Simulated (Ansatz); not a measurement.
**Convergence notes, G0W0 on NaH (h-MgO type)**

NaH (h-MgO type), relaxed with r2SCAN; one-shot G0W0 in Ansatz without spin-orbit coupling. Values at 0 K without nuclear motion; spin polarisation is off, and the phase may be a hypothetical one.

```cif
data_structure
_symmetry_space_group_name_H-M 'P 1'
_symmetry_Int_Tables_number 1
_cell_length_a 3.9533
_cell_length_b 3.9533
_cell_length_c 4.8283
_cell_angle_alpha 90.000
_cell_angle_beta 90.000
_cell_angle_gamma 120.000
_cell_volume 65.35
loop_
_atom_site_label
_atom_site_type_symbol
_atom_site_fract_x
_atom_site_fract_y
_atom_site_fract_z
_atom_site_occupancy
Na1 Na 0.33333 0.66667 0.25000 1
Na2 Na 0.66667 0.33333 0.75000 1
H1 H 0.66667 0.33333 0.25000 1
H2 H 0.33333 0.66667 0.75000 1
```

Gaps are read over the mesh points alone. G0W0 values are finite-basis, finite-mesh values.

| start | potentials | frequency model | mesh | empty bands | screening cutoff (eV) | Kohn-Sham gap (eV) | G0W0 gap (eV) | rough cost |
| --- | --- | --- | --- | --- | --- | --- | --- | --- |
| PBE | PAW | contour deformation | 6×6×4 | 245 | 140 | 3.33 | 5.44 | 5 core-minutes |
| PBE | PAW | contour deformation | 6×6×4 | 451 | 210 | 3.33 | 5.50 | 24 core-minutes |
| HSE06 | PAW | contour deformation | 6×6×4 | 245 | 140 | 4.26 | 6.12 | 10 core-minutes |
| LDA | PAW | contour deformation | 6×6×4 | 245 | 140 | 2.98 | 5.27 | 5 core-minutes |
| r2SCAN | PAW | contour deformation | 6×6×4 | 245 | 140 | 3.67 | 5.78 | 6 core-minutes |
| PBE | PAW | Godby-Needs pole | 6×6×4 | 245 | 140 | 3.33 | 5.48 | 7 core-minutes |
| PBE | PAW | contour deformation | 6×6×4 | 106 | 80 | 3.33 | 5.29 | 70 core-seconds |
| PBE | norm-conserving | contour deformation | 6×6×4 | 245 | 140 | 3.33 | 5.43 | 10 core-minutes |

The quasiparticle gap on this mesh is 5.50 eV (Γ–M (0.33 of the way from Γ) to K), against 3.33 eV from PBE: +2.17 eV. Renormalisation factors Z lie between 0.66 and 0.82.

Raising bands and cutoff together moves the gap by +0.15 eV (80 to 140 eV), then +0.06 eV (140 to 210 eV); the last step is still large, so the basis limit isn't reached. Starting from HSE06 (4.26 eV against PBE's 3.33 eV) gives 6.12 eV, +0.68 eV from G0W0@PBE at the same screening cutoff. Starting from LDA (2.98 eV against PBE's 3.33 eV) gives 5.27 eV, -0.17 eV from G0W0@PBE at the same screening cutoff. Starting from r2SCAN (3.67 eV against PBE's 3.33 eV) gives 5.78 eV, +0.34 eV from G0W0@PBE at the same screening cutoff. The Godby-Needs plasmon pole differs from contour deformation by +0.04 eV. Norm-conserving potentials (wave cutoff 1197 eV against 420 eV) shift the quasiparticle gap by -0.01 eV and the PBE gap by 0.00 eV. r2SCAN runs take a wave cutoff of 500 eV.
